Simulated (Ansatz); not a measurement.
# NaF (Villiaumite) (Fm-3m) in Ansatz: a series of runs

Runs on NaF (Villiaumite). Level: PBE0. Tasks: single point, equation of state.

Program: Ansatz 0.2.0. These are calculated values, not measurements. Logs are shortened: lines on timing, memory, paths and dates and some standing lists are left out, and cuts for length are marked.

## Step 1: The crystal as given

It takes space group Fm-3m (No. 225, cubic). The conventional cell has a = 4.640 Å, b = 4.640 Å, c = 4.640 Å, α = 90.00°, β = 90.00°, γ = 90.00°. Na (site symmetry m-3m) is surrounded by 6 F at 2.32 Å. Around F (site symmetry m-3m) lie 6 Na at 2.32 Å.

## Step 2: Single point, PBE0, 11.74 Å³/atom (volume scaled by 0.94)

input

```
crystal:
  lattice:
    - [0.0, 2.2726397722, 2.2726397722]
    - [2.2726397722, 0.0, 2.2726397722]
    - [2.2726397722, 2.2726397722, 0.0]
  atoms:
    - { symbol: Na, position: [0.0, 0.0, 0.0] }
    - { symbol: F, position: [0.5, 0.5, 0.5] }
hamiltonian:
  xc: pbe0
  pseudopotentials: { kind: paw }
kpoints:
  mp_grid: { grid: [6, 6, 6] }
scf:
  occupations: { method: fermi_dirac, width: 0.05 }
output:
  forces: true
  stress: true
  eigenvalues: true
```

Potentials or basis: Ansatz PAW.

Log:

```text
Warning: output.stress: scf.convergence.dr2_threshold = 1e-7 eV (the SCF's general default) is looser than the 2e-10 eV advised for a printed stress (1e-10 eV for each atom of the cell: 2). What an SCF threshold leaves in a stress goes as its square root, and in the free energy as the threshold itself, and one threshold admits the most on a small cell: of the crystals measured, under no hybrid functional and no lock of the moments, on runs that ended without the residual-converged pass, on stresses that held no estimate of that error, the worst erred by over 100 MPa in a component at 1e-7 eV an atom and by under 5 at 1e-10. Set scf.convergence.dr2_threshold to 2e-10 eV or tighter. The threshold is an SCF's pass mark: one that does not reach it within its budget of iterations ends unconverged, or closes short of it on a stop that the run arms, and scf.convergence.dr2_threshold's page says what that costs each kind of run
Warning: output.stress: scf.exx.energy_threshold = 1e-6 eV is looser than the 2e-8 eV advised for a stress under a hybrid functional (1e-8 eV for each atom of the cell: 2). Every SCF of the exchange loop can meet its threshold on dr2 while the loop round them stops early: no threshold on dr2 bounds what that leaves in the stress. Set scf.exx.energy_threshold to 2e-8 eV or tighter. The threshold is the loop's pass mark: a loop that does not reach it within its budget of cycles ends unconverged, and scf.exx.energy_threshold's page has the law
GPUs: using 1 of 1 available (devices: 1).
Engine: ansatz 0.2.0, x86_64-unknown-linux-gnu
Pseudopotentials: kind: paw
Pseudopotential: Na, paw, valence charge 9, recommended cutoff 420 eV (normal), Na.paw.azcp
Pseudopotential: F, paw, valence charge 7, recommended cutoff 420 eV (normal), F.paw.azcp
Functional definition: PBE0
  parameter a = 0.25
  parameter kappa = 0.804
  parameter beta = 0.06672455060314922
  exchange = (1 - a)*pbe_x(kappa = kappa, mu = beta*pi^2/3) + a*exact_x
  correlation = pbe_c(beta = beta)
device memory: the entry about to start is reckoned to put 0.4 GiB on a device that reports 62.1 GiB free (of which the cap on the GPU budget leaves the run 18.0 GiB)
GPU FFT provider: cuFFT
GPU libraries: cuBLAS 13.8.2, cuFFT 12.4.0, cuSOLVER 12.3.4
Crystal: 2 atoms, lattice volume = 23.476 Å³
Basis set: ecut = 420 eV, 459 PW (Γ), exchange–correlation on 48×48×48 points (8 copies of the dense FFT grid, shifted against one another)
Bands: 12, of which v1, the nominal top of the filled ones, is band 8 counted from 1 (7 counted from 0)
Symmetry: 48 space group operations
Space group: Fm-3m (ITA 225), of the structure as read, at distance tolerance 2.9e-5 Å
k-points: 16 of 216
Non-local potential: Na, projectors of the file, l = 0: 3, l = 1: 2, l = 2: 1
Non-local potential: F, projectors of the file, l = 0: 2, l = 1: 2, l = 2: 1
PAW form: soft (Blöchl's): semilocal exchange-correlation on the pseudo side does not see the compensation charge
PAW frozen core: Na, regenerated for the run's functional, and the local potential with it (the file was generated under x = pbe(κ = 0.804, μ = 0.2195149727645171), c = pbe(β = 0.06672455060314922))
PAW frozen core: F, regenerated for the run's functional, and the local potential with it (the file was generated under x = pbe(κ = 0.804, μ = 0.2195149727645171), c = pbe(β = 0.06672455060314922))
PAW one-centre angular grid: Na, 110 points (default); XC on 64 Gauss nodes
PAW one-centre angular grid: F, 110 points (default); XC on 64 Gauss nodes
Initial density: superposition of atomic densities (neutral atoms: chi_scale 0, normalization atom), corrected by the library's trained network
Initial wavefunctions: pseudopotential atomic-orbital guess
GPU buffer pool allocated for 13824 grid points (all kernels)
GPU transforms: local potential and band sums: pruned to the plane-wave sphere, on 24×24×24
Functional: x = pbe(κ = 0.804, μ = 0.2195149727645171), c = pbe(β = 0.06672455060314922), warm-up for x = 0.75 pbe(κ = 0.804, μ = 0.2195149727645171) + 0.25 exact, c = pbe(β = 0.06672455060314922)
SCF iter   1: F=—  HF=-2297.390232 eV  |F-HF|=—  |Δ(HF+E_count)|=         —  Δρ=6.47e-4  dr2=3.57e-5  ethr=1.77e-3  ⟨swp⟩=2.0  Hψ=1242  notcnv=0
preconditioner: auto → none  [insulator: Δε(μ)=6.630 eV  Ē_g=26.897 eV  σ=0.050 eV  W_gap=1.00  n_scr=8 (ndim 8)  ℏωp=28.7 eV  f_vac=0.106  D(μ)=0.00/eV (n_scr^D=0)]
SCF iter   2: F=-2297.390359 eV  HF=-2297.390330 eV  |F-HF|=2.96e-5  |Δ(HF+E_count)|=   9.71e-5  Δρ=2.77e-4  dr2=9.07e-6  ethr=2.23e-7  ⟨swp⟩=3.8  Hψ=451  notcnv=0  defer=1
SCF 1 stopped early in 2 iterations: F = -2297.390359 eV  dr2 = 9.07e-6
device memory: the entry about to start is reckoned to put 1.0 GiB on a device that reports 63.3 GiB free (of which the cap on the GPU budget leaves the run 18.0 GiB)
GPU FFT provider: cuFFT
GPU libraries: cuBLAS 13.8.2, cuFFT 12.4.0, cuSOLVER 12.3.4
Initial density: handed on by an earlier stage of this run
Initial wavefunctions: those handed on with the density
GPU buffer pool allocated for 13824 grid points (all kernels)
GPU transforms: local potential and band sums: pruned to the plane-wave sphere, on 24×24×24
Functional: x = 0.75 pbe(κ = 0.804, μ = 0.2195149727645171) + 0.25 exact, c = pbe(β = 0.06672455060314922)
Exchange kernel: α = 0.2500, full range, Wigner–Seitz truncation, v(0) = 10232.0465 eV·Å³, q-mesh 6×6×6, nearest image of the exchange supercell L = 19.28 Å, pair-density grid 15×15×15, without the augmentation charges, whose exchange is taken in its separable form by FFT convolution over the k-point mesh (sized by the pseudopotential files, 18×18×18 at the most), smooth part of the exact exchange by density-matrix convolution in up to 998.7 MiB of GPU memory as planned if the GPU has room (build and FFT work areas not counted)
Frozen-core exchange: fock
SCF iter   1: F=—  HF=-2297.677028 eV  |F-HF|=—  |Δ(HF+E_count)|=         —  Δρ=8.71e-3  dr2=1.53e-2  ethr=5.67e-7  ⟨swp⟩=5.5  Hψ=864  notcnv=0
preconditioner: auto → none  [insulator: Δε(μ)=9.679 eV  Ē_g=30.985 eV  σ=0.050 eV  W_gap=1.00  n_scr=8 (ndim 8)  ℏωp=28.7 eV  f_vac=0.106  D(μ)=0.00/eV (n_scr^D=0)]
SCF iter   2: F=—  HF=-2297.671651 eV  |F-HF|=—  |Δ(HF+E_count)|=   5.38e-3  Δρ=4.62e-3  dr2=1.80e-3  ethr=5.67e-7  ⟨swp⟩=4.0  Hψ=674  notcnv=0
SCF iter   3: F=—  HF=-2297.674868 eV  |F-HF|=—  |Δ(HF+E_count)|=   3.22e-3  Δρ=1.87e-3  dr2=7.19e-4  ethr=5.67e-7  ⟨swp⟩=4.0  Hψ=473  notcnv=0
SCF iter   4: F=—  HF=-2297.674647 eV  |F-HF|=—  |Δ(HF+E_count)|=   2.20e-4  Δρ=5.10e-4  dr2=5.33e-5  ethr=5.67e-7  ⟨swp⟩=3.3  Hψ=470  notcnv=0
SCF iter   5: F=—  HF=-2297.674717 eV  |F-HF|=—  |Δ(HF+E_count)|=   6.95e-5  Δρ=3.18e-4  dr2=1.98e-5  ethr=2.26e-7  ⟨swp⟩=2.9  Hψ=345  notcnv=0
iter 6 solved again at ethr=2.87e-9 eV; its pass at ethr=1.04e-7 eV (dr2=4.60e-7 eV) is discarded
SCF iter   6: F=-2297.674711 eV  HF=-2297.674712 eV  |F-HF|=3.72e-7  |Δ(HF+E_count)|=   5.18e-6  Δρ=6.06e-5  dr2=5.08e-7  ethr=2.87e-9  ⟨swp⟩=3.1  Hψ=818  notcnv=0  defer=1
SCF 2 stopped early in 6 iterations: F = -2297.674711 eV  dr2 = 5.08e-7
hybrid outer 1: dexx = +4.113e-3 eV, tail = 1.26e-5 eV
GPU FFT provider: cuFFT
GPU libraries: cuBLAS 13.8.2, cuFFT 12.4.0, cuSOLVER 12.3.4
GPU buffer pool allocated for 13824 grid points (all kernels)
GPU transforms: local potential and band sums: pruned to the plane-wave sphere, on 24×24×24
Exchange kernel: α = 0.2500, full range, Wigner–Seitz truncation, v(0) = 10232.0465 eV·Å³, q-mesh 6×6×6, nearest image of the exchange supercell L = 19.28 Å, pair-density grid 15×15×15, without the augmentation charges, whose exchange is taken in its separable form by FFT convolution over the k-point mesh (sized by the pseudopotential files, 18×18×18 at the most), smooth part of the exact exchange by density-matrix convolution in up to 998.7 MiB of GPU memory as planned if the GPU has room (build and FFT work areas not counted)
Frozen-core exchange: fock
SCF iter   1: F=—  HF=-2297.674814 eV  |F-HF|=—  |Δ(HF+E_count)|=         —  Δρ=8.33e-5  dr2=1.26e-6  ethr=3.92e-7  ⟨swp⟩=2.5  Hψ=393  notcnv=0
preconditioner: auto → none  [insulator: Δε(μ)=9.607 eV  Ē_g=30.894 eV  σ=0.050 eV  W_gap=1.00  n_scr=8 (ndim 8)  ℏωp=28.7 eV  f_vac=0.108  D(μ)=0.00/eV (n_scr^D=0)]
SCF iter   2: F=—  HF=-2297.674813 eV  |F-HF|=—  |Δ(HF+E_count)|=   4.59e-7  Δρ=1.87e-5  dr2=5.85e-8  ethr=6.96e-9  ⟨swp⟩=3.0  Hψ=424  notcnv=0
SCF iter   3: F=—  HF=-2297.674814 eV  |F-HF|=—  |Δ(HF+E_count)|=   2.36e-7  Δρ=1.31e-5  dr2=2.90e-8  ethr=1.37e-10  ⟨swp⟩=3.4  Hψ=571  notcnv=0
SCF iter   4: F=-2297.674814 eV  HF=-2297.674814 eV  |F-HF|=3.31e-10  |Δ(HF+E_count)|=   1.20e-8  Δρ=1.53e-6  dr2=4.08e-10  ethr=1.37e-10  ⟨swp⟩=3.0  Hψ=422  notcnv=0
SCF 3 converged in 4 iterations: F = -2297.674814 eV  dr2 = 4.08e-10
  Residual-converged pass: ⟨swp⟩=3.0  Hψ=336  notcnv=0  max |occ|·‖R‖ = 2.4e-6 eV (tolerance 2.4e-6 eV)  dr2=4.10e-10  dr2_onsite=7.90e-11  max |Δocc| = 0.0e0
hybrid outer 2: dexx = +2.642e-7 eV, tail = 6.71e-9 eV, Δε = 2.08e-3 eV (about 5.92e-5 eV left of the loop's levels)
hybrid SCF converged: 2 outer / 10 inner (+2 warm-up), last move |dexx| = 2.64e-7 eV, tail = 6.71e-9 eV
Stability not checked: this state was not tested for a lower state beside it, because the functional holds exact exchange (a hybrid, or Hartree-Fock), whose exchange loop this test does not read (fock_operator; see scf.lower_state_search)
Free energy (F): -2297.674814 eV
Frozen-core exchange: fock
Harris-Foulkes:  -2297.674814 eV  (|F-HF|=3.31e-10)
Internal energy: -2297.674814 eV  (E = F + TS)
E sigma→0 (E₀):  -2297.674814 eV
Fermi energy:    4.204080 eV
--- Per-component energies (eV) ---
  E_band       = -276.859250
  E_kinetic    = 332.148531
  E_local      = -1660.246678  (includes V_loc(G=0)·N_el)
  E_nonlocal   = 187.745602
  E_hartree    = 589.124746
  E_xc         = -92.837731
  E_vxc        = -119.092898  (∫ρ·V_xc dr)
  E_exx        = -76.669634  (= α·E_x^exact, valence–valence)
  E_paw        = -415.255908  (= ΣΔE_a)
  E_vpaw       = -42.326991  (= ΣTr[D̂ρ^β])
  E_aug_tail   = 0.002075  (compensation charges beyond the density's cutoff)
  E_ewald      = -1161.624171
  E_core_change = -0.061644  (= ΣΔE_core)
  E_smearing   = -0.000000  (= −TS)
  E_closure    = 0.000000  (closes the sum)
  Σ components = -2297.674814   (vs F -2297.674814, Δ=0.00e0)
--- Forces (eV/Å), atoms counted from 1 ---
  atom   1  Na     0.00000000    -0.00000000     0.00000000
  atom   2  F      0.00000000     0.00000000     0.00000000
  max |Σ_I F_I| component: 2.52e-29 eV/Å
--- Stress (GPa, compression-positive) ---
        3.373868      -0.000000      -0.000000
       -0.000000       3.373868      -0.000000
       -0.000000      -0.000000       3.373868
  P = ⅓ Tr σ = 3.3739 GPa (33.739 kbar)
--- Band table (eV; the first three rows and the last of 16) ---
  k-point 0: bands = ["-50.6490", "-21.4788", "-20.7663", "-20.7663", "-20.7663", "-0.6516", "-0.6516", "-0.6516", "8.9544", "21.8964", "21.8964", "21.8964"]
  k-point 1: bands = ["-50.6448", "-21.6760", "-20.7694", "-20.7694", "-20.5287", "-1.1714", "-0.7299", "-0.7299", "9.9310", "19.3170", "22.3717", "22.3717"]
  k-point 2: bands = ["-50.6365", "-21.9210", "-20.7756", "-20.7756", "-20.2010", "-2.0394", "-0.8826", "-0.8826", "12.0200", "16.8707", "23.1819", "23.1819"]
  k-point 15: bands = ["-50.6271", "-21.5002", "-20.9057", "-20.8543", "-20.4852", "-1.8649", "-1.3860", "-1.2589", "15.9580", "16.1334", "17.8636", "21.1677"]
```

It took 8 s on 1 × NVIDIA H100 80GB HBM3 with 2 threads of AMD EPYC 7R13 (Zen 3), shared host; peak memory 1.6 GiB.

Results:

```
Free energy            : -2297.6748 eV
Pressure               : 3.4 GPa
Band gap on the k mesh : 9.61 eV, direct
```

Caveat: the PAW data sets come from PBE, with cores solved anew for the run's functional, which leaves a small shift of forces and pressure; the thresholds are loose for stress.

## Step 3: Single point, PBE0, 11.99 Å³/atom (volume scaled by 0.96)

input, as its differences from that of step 2:

```diff
@@ -2,5 +2,5 @@
   lattice:
-    - [0.0, 2.2726397722, 2.2726397722]
-    - [2.2726397722, 0.0, 2.2726397722]
-    - [2.2726397722, 2.2726397722, 0.0]
+    - [0.0, 2.288644805, 2.288644805]
+    - [2.288644805, 0.0, 2.288644805]
+    - [2.288644805, 2.288644805, 0.0]
   atoms:
```

Potentials or basis: Ansatz PAW.

Run time: 5.9 s. Hardware: 1 × NVIDIA H100 80GB HBM3 with 2 threads of AMD EPYC 7R13 (Zen 3), shared host; peak memory 1.7 GiB.

Results (log left out):

```
Free energy            : -2297.6833 eV
Pressure               : 2.1 GPa
Band gap on the k mesh : 9.47 eV, direct
```

Caveat: the PAW data sets come from PBE, with cores solved anew for the run's functional, which leaves a small shift of forces and pressure; the thresholds are loose for stress.

## Step 4: Single point, PBE0, 12.24 Å³/atom (volume scaled by 0.98)

input, as its differences from that of step 3:

```diff
@@ -2,5 +2,5 @@
   lattice:
-    - [0.0, 2.288644805, 2.288644805]
-    - [2.288644805, 0.0, 2.288644805]
-    - [2.288644805, 2.288644805, 0.0]
+    - [0.0, 2.304429061, 2.304429061]
+    - [2.304429061, 0.0, 2.304429061]
+    - [2.304429061, 2.304429061, 0.0]
   atoms:
```

Wall time 6.7 s (1 × NVIDIA H100 80GB HBM3 with 2 threads of AMD EPYC 7R13 (Zen 3), shared host); peak memory 1.6 GiB.

Results (log left out):

```yaml
Free_energy: -2297.6879 eV
Pressure: 0.9 GPa
Band_gap_on_the_k_mesh: 9.35 eV, direct
```

Caveat: the PAW data sets come from PBE, with cores solved anew for the run's functional, which leaves a small shift of forces and pressure; the thresholds are loose for stress.

## Step 5: Single point, PBE0, 12.49 Å³/atom

input, as its differences from that of step 4:

```diff
@@ -2,5 +2,5 @@
   lattice:
-    - [0.0, 2.304429061, 2.304429061]
-    - [2.304429061, 0.0, 2.304429061]
-    - [2.304429061, 2.304429061, 0.0]
+    - [0.0, 2.32, 2.32]
+    - [2.32, 0.0, 2.32]
+    - [2.32, 2.32, 0.0]
   atoms:
@@ -19 +19,5 @@
   eigenvalues: true
+  write_density: true
+  write_potential: true
+  elf: true
+  volumetric_format: npy
```

Run time: 5.5 s. Hardware: 1 × NVIDIA H100 80GB HBM3 with 2 threads of AMD EPYC 7R13 (Zen 3), shared host; peak memory 1.7 GiB.

It converged, with:

- Free energy: -2297.6891 eV
- Pressure: -0.1 GPa
- Band gap on the k mesh: 9.23 eV, direct

Caveat: the PAW data sets come from PBE, with cores solved anew for the run's functional, which leaves a small shift of forces and pressure; the thresholds are loose for stress.

## Step 6: Single point, PBE0, 12.74 Å³/atom (volume scaled by 1.02)

input, as its differences from that of step 5:

```diff
@@ -2,5 +2,5 @@
   lattice:
-    - [0.0, 2.32, 2.32]
-    - [2.32, 0.0, 2.32]
-    - [2.32, 2.32, 0.0]
+    - [0.0, 2.3353646862, 2.3353646862]
+    - [2.3353646862, 0.0, 2.3353646862]
+    - [2.3353646862, 2.3353646862, 0.0]
   atoms:
```

Potentials or basis: Ansatz PAW.

It took 7.2 s on 1 × NVIDIA H100 80GB HBM3 with 2 threads of AMD EPYC 7R13 (Zen 3), shared host; peak memory 1.6 GiB.

The run converged. Its results:

```yaml
Free_energy: -2297.6873 eV
Pressure: -1.0 GPa
Band_gap_on_the_k_mesh: 9.11 eV, direct
```

Caveat: the PAW data sets come from PBE, with cores solved anew for the run's functional, which leaves a small shift of forces and pressure; the thresholds are loose for stress.

## Step 7: Single point, PBE0, 12.99 Å³/atom (volume scaled by 1.04)

input

```
crystal:
  lattice:
    - [0.0, 2.3505298169, 2.3505298169]
    - [2.3505298169, 0.0, 2.3505298169]
    - [2.3505298169, 2.3505298169, 0.0]
  atoms:
    - { symbol: Na, position: [0.0, 0.0, 0.0] }
    - { symbol: F, position: [0.5, 0.5, 0.5] }
hamiltonian:
  xc: pbe0
  pseudopotentials: { kind: paw }
kpoints:
  mp_grid: { grid: [6, 6, 6] }
scf:
  occupations: { method: fermi_dirac, width: 0.05 }
output:
  forces: true
  stress: true
  eigenvalues: true
```

Wall time 5.5 s (1 × NVIDIA H100 80GB HBM3 with 2 threads of AMD EPYC 7R13 (Zen 3), shared host); peak memory 1.7 GiB.

Results (log left out):

| Property | Result |
| --- | --- |
| Free energy | -2297.6829 eV |
| Pressure | -1.9 GPa |
| Band gap on the k mesh | 9.00 eV, direct |

Caveat: the PAW data sets come from PBE, with cores solved anew for the run's functional, which leaves a small shift of forces and pressure; the thresholds are loose for stress.

## Step 8: Single point, PBE0, 13.24 Å³/atom (volume scaled by 1.06)

input, as its differences from that of step 7:

```diff
@@ -2,5 +2,5 @@
   lattice:
-    - [0.0, 2.3505298169, 2.3505298169]
-    - [2.3505298169, 0.0, 2.3505298169]
-    - [2.3505298169, 2.3505298169, 0.0]
+    - [0.0, 2.365501748, 2.365501748]
+    - [2.365501748, 0.0, 2.365501748]
+    - [2.365501748, 2.365501748, 0.0]
   atoms:
```

Wall time 5.9 s (1 × NVIDIA H100 80GB HBM3 with 2 threads of AMD EPYC 7R13 (Zen 3), shared host); peak memory 1.6 GiB.

It converged, with:

* Free energy: -2297.6758 eV
* Pressure: -2.6 GPa
* Band gap on the k mesh: 8.89 eV, direct

Caveat: the PAW data sets come from PBE, with cores solved anew for the run's functional, which leaves a small shift of forces and pressure; the thresholds are loose for stress.

## Step 9: Equation of state, PBE0

Potentials or basis: Ansatz PAW.

This step only gathers the single runs of the series.

Results:

| Quantity | Value |
| --- | --- |
| Equilibrium volume | 12.46 Å³/atom |
| Bulk modulus | 49 GPa |
| Pressure derivative of the bulk modulus | 4.5 (rough: it moves with the points fitted) |

Energy against volume, from the lowest point:
| volume (Å³/atom) | energy (meV/atom) |
| --- | --- |
| 11.738 | 7.17 |
| 11.988 | 2.94 |
| 12.237 | 0.62 |
| 12.487 | 0.00 |
| 12.737 | 0.93 |
| 12.987 | 3.12 |
| 13.236 | 6.66 |

Caveat: the k mesh is coarse (spacing up to 0.39 Å⁻¹), so the values aren't converged, least of all with exact exchange; the PAW data sets were made with another functional, which shifts forces and pressure a little.
